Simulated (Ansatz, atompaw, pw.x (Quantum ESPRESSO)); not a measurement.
**W (fcc): variants of one PAW (atompaw) potential in the solid**

```
Element                 : W
Generator               : atompaw 4.2.0.5
Type                    : PAW
Functional              : PBE
Relativity              : scalar-relativistic
Frozen core             : [Xe] 4f14
Valence charge          : 6
Reference configuration : 5d4 6s2 6p0
Partial waves           : 6s (bound): rc 2.20 bohr; 6s channel at 1.2 Ry: rc 2.20 bohr; 6p (bound, empty): rc 2.80 bohr; 6p channel at 0.3 Ry: rc 2.80 bohr; 5d (bound): rc 2.80 bohr; 5d channel at 2.6 Ry: rc 2.80 bohr
Local potential         : bessel scheme, radius 2.75 bohr
Core correction         : smooth core density matched at 1.90 bohr
Augmentation charge     : sinc compensation charge, radius 2.35 bohr; PAW radius 2.80 bohr; waves and projectors: custom rrkj gramschmidtortho
```

Crystal test: fcc W in pw.x 7.5, no spin, 14³ k-points, Fermi–Dirac smearing 0.01 Ry, cutoffs set for each file from its atomic test. The reference is all-electron LAPW (Ansatz 0.2.0) with the same functional, mesh and smearing; V0 and B0 come from Birch–Murnaghan fits to the pressures at five volumes. Errors are pseudo minus all-electron; Δ is the rms difference of the E(V) curves that follow from these fits, minima aligned, over ±6 % about the mean V0. Mesh and smearing are coarse, so the numbers serve the comparison and aren't converged zero-temperature values; the lattice is a test structure that the element need not adopt.

All-electron: a0 = 4.039 Å (V0 = 16.47 Å³/atom), B0 = 280.9 GPa.

Base: This is a poor potential for the solid. The logarithmic derivative shows an extra or strongly shifted pseudo pole above the reference energy (p near 1.20 Ry).

1 further variants are left out: they gave no file fit for a test, a broken result, the same result as the base, or pressures whose basis-set error rivals the error shown.

A dash in a converged row means that the minimum lies outside the volumes sampled.

```csv
change,cutoffs (Ry),pw.x,a0 (Å),a0 error (%),B0 error (%),Δ (meV/atom),mean pressure error (GPa)
base,40/400,converged,4.087,+1.18,-0.2,36.3,+10.70
"augmentation sinc compensation charge, radius 2.35 bohr; PAW radius 2.80 bohr; waves and projectors: custom polynom vanderbiltortho",40/400,converged; bound ghost,–,–,–,–,+45.31
wave 5d (bound): rc 2.80 bohr becomes 5d (bound): rc 1.74 bohr,60/600,converged,4.067,+0.68,+3.3,21.5,+6.27
core correction smooth core density matched at 2.26 bohr,40/400,converged,4.087,+1.18,-0.2,36.4,+10.71
"augmentation sinc compensation charge, radius 1.94 bohr; PAW radius 2.80 bohr; waves and projectors: custom rrkj gramschmidtortho",40/400,converged,4.087,+1.18,-0.1,36.4,+10.73
```
